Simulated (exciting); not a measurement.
# Pt (Fm-3m) in exciting: further runs

Aim: see how the results for Pt move with the level of theory and the settings. Levels: PBEsol, RPBE, revPBE, BLYP, LDA-PZ. Tasks: band structure, real-space fields.

Program: exciting (release sodium). These are calculated values, not measurements. Logs are shortened: lines on timing, memory, paths and dates and some standing lists are left out, and cuts for length are marked.

### Step 1. Starting point

It takes space group Fm-3m (No. 225, cubic). Conventional cell: a = 3.922 Å, b = 3.922 Å, c = 3.922 Å, α = 90.00°, β = 90.00°, γ = 90.00°. Around Pt (site symmetry m-3m) lie 12 Pt at 2.77 Å.

### Step 2. Band structure, PBEsol, spin-orbit coupling, no magnetisation

input.xml

```xml
<input>
  <title>Pt</title>
  <structure speciespath="./" tshift="false">
    <crystal scale="1">
      <basevect>0.000000000000 3.705563957779 3.705563957779</basevect>
      <basevect>3.705563957779 0.000000000000 3.705563957779</basevect>
      <basevect>3.705563957779 3.705563957779 0.000000000000</basevect>
    </crystal>
    <species speciesfile="Pt.xml" rmt="2.3">
      <atom coord="0.000000000000 0.000000000000 0.000000000000"/>
    </species>
  </structure>
  <groundstate do="fromscratch" ngridk="9 9 9" rgkmax="9" gmaxvr="14" lmaxapw="10" lmaxmat="10" lmaxvr="8" xctype="GGA_PBE_SOL" stype="Fermi Dirac" swidth="0.00183747" nempty="20" ValenceRelativity="iora*" epsengy="1e-05" epspot="1e-05" maxscl="60" outputlevel="normal">
    <spin spinorb="true"/>
  </groundstate>
  <properties>
    <bandstructure>
      <plot1d>
        <path steps="80">
          <point coord="0 0 0" label="G"/>
          <point coord="0.5 0 0.5" label="X"/>
          <point coord="0.5 0.25 0.75" label="W"/>
          <point coord="0.375 0.375 0.75" label="K"/>
          <point coord="0 0 0" label="G"/>
          <point coord="0.5 0.5 0.5" label="L"/>
          <point coord="0.625 0.25 0.625" label="U"/>
          <point coord="0.5 0.25 0.75" label="W"/>
          <point coord="0.5 0.5 0.5" label="L"/>
          <point coord="0.375 0.375 0.75" label="K" breakafter="true"/>
          <point coord="0.625 0.25 0.625" label="U"/>
          <point coord="0.5 0 0.5" label="X"/>
        </path>
      </plot1d>
    </bandstructure>
    <chargedensityplot>
      <plot3d>
        <box grid="14 14 14">
          <origin coord="0 0 0"/>
          <point coord="1 0 0"/>
          <point coord="0 1 0"/>
          <point coord="0 0 1"/>
        </box>
      </plot3d>
    </chargedensityplot>
    <elfplot>
      <plot3d>
        <box grid="14 14 14">
          <origin coord="0 0 0"/>
          <point coord="1 0 0"/>
          <point coord="0 1 0"/>
          <point coord="0 0 1"/>
        </box>
      </plot3d>
    </elfplot>
    <exccplot>
      <plot3d>
        <box grid="14 14 14">
          <origin coord="0 0 0"/>
          <point coord="1 0 0"/>
          <point coord="0 1 0"/>
          <point coord="0 0 1"/>
        </box>
      </plot3d>
    </exccplot>
  </properties>
</input>
```

Potentials or basis: all-electron LAPW+lo, shipped species files, valence relativity iora*.

On the command line:

```console
OMP_NUM_THREADS=1 exciting_smp
```

INFO.OUT:

```text
================================================================================
EXCITING SODIUM started
All units are atomic (Hartree, Bohr, etc.)
================================================================================

********************************************************************************
* Ground-state run starting from atomic densities                              *
********************************************************************************

++++++++++++++++++++++++++++++++++++++++++++++++++++++++++++++++++++++++++++++++
+ Starting initialization                                                      +
++++++++++++++++++++++++++++++++++++++++++++++++++++++++++++++++++++++++++++++++

 Lattice vectors (cartesian) :
      0.0000000000      3.7055639578      3.7055639578
      3.7055639578      0.0000000000      3.7055639578
      3.7055639578      3.7055639578      0.0000000000

 Reciprocal lattice vectors (cartesian) :
     -0.8478041910      0.8478041910      0.8478041910
      0.8478041910     -0.8478041910      0.8478041910
      0.8478041910      0.8478041910     -0.8478041910

 Unit cell volume                           :     101.7637110958
 Brillouin zone volume                      :       2.4375114741

 Species :    1 (Pt)
     parameters loaded from                 :    Pt.xml
     name                                   :    platinum
     nuclear charge                         :     -78.00000000
     electronic charge                      :      78.00000000
     atomic mass                            :  355605.43990000
     muffin-tin radius                      :       2.30000000
     # of radial points in muffin-tin       :     450

     atomic positions (lattice) :
       1 :   0.00000000  0.00000000  0.00000000

 Total number of atoms per unit cell        :       1

 Spin treatment                             :    spin-polarised
 Spin-orbit coupling is included
 Global magnetic field (cartesian) :        0.00000000   0.00000000   0.00000000
 non-collinear magnetisation

 Number of Bravais lattice symmetries       :      48
 Number of crystal symmetries               :      48

 k-point grid                               :       9    9    9
 Total number of k-points                   :      35
 k-point set is reduced with crystal symmetries

 R^MT_min * |G+k|_max (rgkmax)              :       9.00000000
 Species with R^MT_min                      :       1 (Pt)
 Maximum |G+k| for APW functions            :       3.91304348
 Maximum |G| for potential and density      :      14.00000000

 G-vector grid sizes                        :      24    24    24
 Total number of G-vectors                  :    4693

 Maximum angular momentum used for
     APW functions                          :      10
     computing H and O matrix elements      :      10
     potential and density                  :       8
     inner part of muffin-tin               :       2

 Total nuclear charge                       :     -78.00000000
 Total electronic charge                    :      78.00000000
 Total core charge                          :      48.00000000
 Total valence charge                       :      30.00000000

 Number of empty states                     :      20
 Total number of valence states             :      72

 Maximum Hamiltonian size                   :     139
 Maximum number of plane-waves              :     113
 Total number of local-orbitals             :      26

 Exchange-correlation type                  :      22
     PBEsol, Phys. Rev. Lett. 100, 136406 (2008)
     Generalised gradient approximation (GGA)

 Smearing scheme                            :    Fermi-Dirac
 Smearing width                             :       0.00183747

 Using multisecant Broyden potential mixing

++++++++++++++++++++++++++++++++++++++++++++++++++++++++++++++++++++++++++++++++
+ Ending initialization                                                        +
++++++++++++++++++++++++++++++++++++++++++++++++++++++++++++++++++++++++++++++++

********************************************************************************
* Groundstate module started                                                   *
********************************************************************************
 Output level for this task is set to normal

++++++++++++++++++++++++++++++++++++++++++++++++++++++++++++++++++++++++++++++++
+ Self-consistent loop started                                                 +
++++++++++++++++++++++++++++++++++++++++++++++++++++++++++++++++++++++++++++++++
 Density and potential initialised from atomic data

++++++++++++++++++++++++++++++++++++++++++++++++++++++++++++++++++++++++++++++++
+ SCF iteration number :    1                                                  +
++++++++++++++++++++++++++++++++++++++++++++++++++++++++++++++++++++++++++++++++
 Total energy                               :    -18420.78504043
 _______________________________________________________________
 Fermi energy                               :         0.54235819
 Kinetic energy                             :     21115.36938186
 Coulomb energy                             :    -39184.38043489
 Exchange energy                            :      -346.39778530
 Correlation energy                         :        -5.37620211
 No external B-field energy in total energy

 DOS at Fermi energy (states/Ha/cell)       :        30.54032856

 Electron charges :
     core                                   :        48.00000000
     core leakage                           :         0.00223942
     valence                                :        30.00000000
     interstitial                           :         2.43912519
     charge in muffin-tin spheres :
                  atom     1    Pt          :        75.56087481
     total charge in muffin-tins            :        75.56087481
     total charge                           :        78.00000000

 Moments :
     interstitial                 :    -0.00000000     0.00000000     0.00000000
     moment in muffin-tin spheres :
         atom     1    Pt         :    -0.00000000     0.00000000    -0.00000000
     total moment in muffin-tins  :    -0.00000000     0.00000000    -0.00000000
     total moment                 :    -0.00000000     0.00000000    -0.00000000
[... 645 lines left out ...]
 Electron charges :
     core                                   :        48.00000000
     core leakage                           :         0.00207576
     valence                                :        30.00000000
     interstitial                           :         2.24006357
     charge in muffin-tin spheres :
                  atom     1    Pt          :        75.75993643
     total charge in muffin-tins            :        75.75993643
     total charge                           :        78.00000000

 Moments :
     interstitial                 :    -0.00000000     0.00000000    -0.00000000
     moment in muffin-tin spheres :
         atom     1    Pt         :    -0.00000000    -0.00000000    -0.00000000
     total moment in muffin-tins  :    -0.00000000    -0.00000000    -0.00000000
     total moment                 :    -0.00000000    -0.00000000    -0.00000000

 RMS change in effective potential (target) :  0.194283E-08  ( 0.100000E-04)
 Absolute change in total energy   (target) :  0.912463E-06  ( 0.100000E-04)
 Charge distance                   (target) :  0.234510E-08  ( 0.100000E-04)

++++++++++++++++++++++++++++++++++++++++++++++++++++++++++++++++++++++++++++++++
| Convergency criteria checked for the last 2 iterations                       +
| Convergence targets achieved. Performing final SCF iteration                 +
++++++++++++++++++++++++++++++++++++++++++++++++++++++++++++++++++++++++++++++++
 Total energy                               :    -18441.62170025
 _______________________________________________________________
 Fermi energy                               :         0.48261812
 Kinetic energy                             :     21101.40111614
 Coulomb energy                             :    -39190.90209199
 Exchange energy                            :      -346.74308234
 Correlation energy                         :        -5.37764205
 No external B-field energy in total energy

 DOS at Fermi energy (states/Ha/cell)       :        33.82991447

 Electron charges :
     core                                   :        48.00000000
     core leakage                           :         0.00207576
     valence                                :        30.00000000
     interstitial                           :         2.24006359
     charge in muffin-tin spheres :
                  atom     1    Pt          :        75.75993641
     total charge in muffin-tins            :        75.75993641
     total charge                           :        78.00000000

 Moments :
     interstitial                 :    -0.00000000     0.00000000    -0.00000000
     moment in muffin-tin spheres :
         atom     1    Pt         :     0.00000000     0.00000000    -0.00000000
     total moment in muffin-tins  :     0.00000000     0.00000000    -0.00000000
     total moment                 :     0.00000000     0.00000000    -0.00000000

++++++++++++++++++++++++++++++++++++++++++++++++++++++++++++++++++++++++++++++++
+ Self-consistent loop stopped                                                 +
++++++++++++++++++++++++++++++++++++++++++++++++++++++++++++++++++++++++++++++++
 STATE.OUT is written

********************************************************************************
* Groundstate module stopped                                                   *
********************************************************************************

--------------------------------------------------------------------------------
- CAUTION! Warnings have been written in file WARNING.OUT !                    -
--------------------------------------------------------------------------------
================================================================================
| EXCITING SODIUM stopped                                                      =
================================================================================
```

Wall time 1.9 min (1 thread of Intel Xeon Platinum 8488C (Sapphire Rapids), shared host); peak memory 0.12 GiB.

Results:

| Quantity | Value |
| --- | --- |
| Band gap on the k mesh | none (metal or under the smearing width) |
| All electrons inside the program's atomic spheres | Pt 75.76 (radii Pt 2.3 bohr) |

Levels at the corners of the path, in eV from the Fermi level:
| point | band 28 | band 29 | band 30 | band 31 | band 32 | band 33 |
| --- | --- | --- | --- | --- | --- | --- |
| Γ | -3.33 | -1.49 | -1.49 | -1.49 | -1.49 | 14.57 |
| X | 0.11 | 1.05 | 1.05 | 1.69 | 1.69 | 8.90 |
| W | -1.95 | 0.50 | 0.50 | 7.05 | 7.05 | 7.74 |
| K | -1.37 | -0.08 | -0.08 | 5.65 | 5.65 | 6.79 |
| Γ | -3.33 | -1.49 | -1.49 | -1.49 | -1.49 | 14.57 |
| L | -0.51 | -0.28 | -0.28 | 0.36 | 0.36 | 5.88 |
| U | -1.37 | -0.08 | -0.08 | 5.65 | 5.65 | 6.79 |
| W | -1.95 | 0.50 | 0.50 | 7.05 | 7.05 | 7.74 |
| L | -0.51 | -0.28 | -0.28 | 0.36 | 0.36 | 5.88 |
| K | -1.37 | -0.08 | -0.08 | 5.65 | 5.65 | 6.79 |
| U | -1.37 | -0.08 | -0.08 | 5.65 | 5.65 | 6.79 |
| X | 0.11 | 1.05 | 1.05 | 1.69 | 1.69 | 8.90 |

Caveat: total energies with spin-orbit coupling aren't reliable in this program, so none is listed and the log's shouldn't be used.

### Step 3. Band structure, RPBE

input.xml

```xml
<input>
  <title>Pt</title>
  <structure speciespath="./" tshift="false">
    <crystal scale="1">
      <basevect>0.000000000000 3.705563957779 3.705563957779</basevect>
      <basevect>3.705563957779 0.000000000000 3.705563957779</basevect>
      <basevect>3.705563957779 3.705563957779 0.000000000000</basevect>
    </crystal>
    <species speciesfile="Pt.xml" rmt="2.3">
      <atom coord="0.000000000000 0.000000000000 0.000000000000"/>
    </species>
  </structure>
  <groundstate do="fromscratch" ngridk="12 12 12" rgkmax="9" gmaxvr="14" lmaxapw="10" lmaxmat="10" lmaxvr="8" stype="Fermi Dirac" swidth="0.00183747" nempty="12" ValenceRelativity="iora*" epsengy="1e-05" epspot="1e-05" maxscl="60" outputlevel="normal">
    <libxc exchange="XC_GGA_X_RPBE" correlation="XC_GGA_C_PBE"/>
  </groundstate>
  <properties>
    <bandstructure>
      <plot1d>
        <path steps="80">
          <point coord="0 0 0" label="G"/>
          <point coord="0.5 0 0.5" label="X"/>
          <point coord="0.5 0.25 0.75" label="W"/>
          <point coord="0.375 0.375 0.75" label="K"/>
          <point coord="0 0 0" label="G"/>
          <point coord="0.5 0.5 0.5" label="L"/>
          <point coord="0.625 0.25 0.625" label="U"/>
          <point coord="0.5 0.25 0.75" label="W"/>
          <point coord="0.5 0.5 0.5" label="L"/>
          <point coord="0.375 0.375 0.75" label="K" breakafter="true"/>
          <point coord="0.625 0.25 0.625" label="U"/>
          <point coord="0.5 0 0.5" label="X"/>
        </path>
      </plot1d>
    </bandstructure>
  </properties>
</input>
```

Potentials or basis: all-electron LAPW+lo, shipped species files, valence relativity iora*.

On the command line:

```console
OMP_NUM_THREADS=1 exciting_smp
```

INFO.OUT:

```text
================================================================================
EXCITING SODIUM started
[... 10 lines left out ...]

 Lattice vectors (cartesian) :
      0.0000000000      3.7055639578      3.7055639578
      3.7055639578      0.0000000000      3.7055639578
      3.7055639578      3.7055639578      0.0000000000

 Reciprocal lattice vectors (cartesian) :
     -0.8478041910      0.8478041910      0.8478041910
      0.8478041910     -0.8478041910      0.8478041910
      0.8478041910      0.8478041910     -0.8478041910

 Unit cell volume                           :     101.7637110958
 Brillouin zone volume                      :       2.4375114741

 Species :    1 (Pt)
     parameters loaded from                 :    Pt.xml
[... 710 lines left out ...]
 Absolute change in total energy   (target) :  0.118577E-05  ( 0.100000E-04)
 Charge distance                   (target) :  0.107730E-08  ( 0.100000E-04)

++++++++++++++++++++++++++++++++++++++++++++++++++++++++++++++++++++++++++++++++
| Convergency criteria checked for the last 2 iterations                       +
| Convergence targets achieved. Performing final SCF iteration                 +
++++++++++++++++++++++++++++++++++++++++++++++++++++++++++++++++++++++++++++++++
 Total energy                               :    -18447.22409928
 _______________________________________________________________
 Fermi energy                               :         0.49111160
 Kinetic energy                             :     21110.60749946
 Coulomb energy                             :    -39199.98551474
 Exchange energy                            :      -353.03670166
 Correlation energy                         :        -4.80938234

 DOS at Fermi energy (states/Ha/cell)       :        54.15323621

 Electron charges :
     core                                   :        48.00000000
     core leakage                           :         0.00208163
     valence                                :        30.00000000
     interstitial                           :         2.22684788
     charge in muffin-tin spheres :
                  atom     1    Pt          :        75.77315212
     total charge in muffin-tins            :        75.77315212
     total charge                           :        78.00000000

++++++++++++++++++++++++++++++++++++++++++++++++++++++++++++++++++++++++++++++++
[... 12 lines left out ...]
| EXCITING SODIUM stopped                                                      =
================================================================================
```

WARNINGS.OUT:

```text
Inversion symmetry is present. Consider using input%groundstate%solver%type = "inversionsymmetry"
```

It took 49 s on 1 thread of Intel Xeon Platinum 8488C (Sapphire Rapids), shared host; peak memory 0.1 GiB.

What came out:

```yaml
Free_energy: -501974.5555 eV
Band_gap_on_the_k_mesh: none (metal or under the smearing width)
All_electrons_inside_the_program's_atomic_spheres: Pt 75.77 (radii Pt 2.3 bohr)
```

Levels at the corners of the path, in eV from the Fermi level:
```csv
point,band 12,band 13,band 14,band 15,band 16,band 17,band 18,band 19
Γ,-3.82,-3.82,-3.82,-1.66,-1.66,14.60,19.56,19.56
X,-6.65,-0.02,0.48,0.48,1.78,8.95,11.41,11.41
W,-4.58,-4.58,-2.03,0.49,7.16,8.32,8.32,12.20
K,-5.50,-2.88,-1.35,-0.18,5.76,6.76,10.21,14.75
Γ,-3.82,-3.82,-3.82,-1.66,-1.66,14.60,19.56,19.56
L,-3.89,-3.89,-0.48,0.02,0.02,5.89,14.17,18.97
U,-5.50,-2.88,-1.35,-0.18,5.76,6.76,10.21,14.75
W,-4.58,-4.58,-2.03,0.49,7.16,8.32,8.32,12.20
L,-3.89,-3.89,-0.48,0.02,0.02,5.89,14.17,18.97
K,-5.50,-2.88,-1.35,-0.18,5.76,6.76,10.21,14.75
U,-5.50,-2.88,-1.35,-0.18,5.76,6.76,10.21,14.75
X,-6.65,-0.02,0.48,0.48,1.78,8.95,11.41,11.41
```

Caveat: the log's total energy holds no entropy term; the free energy is that total less TS from the occupations; spin-orbit coupling is left out, which moves the levels of the heavy elements.

(Part 1 of 3 ends here.)
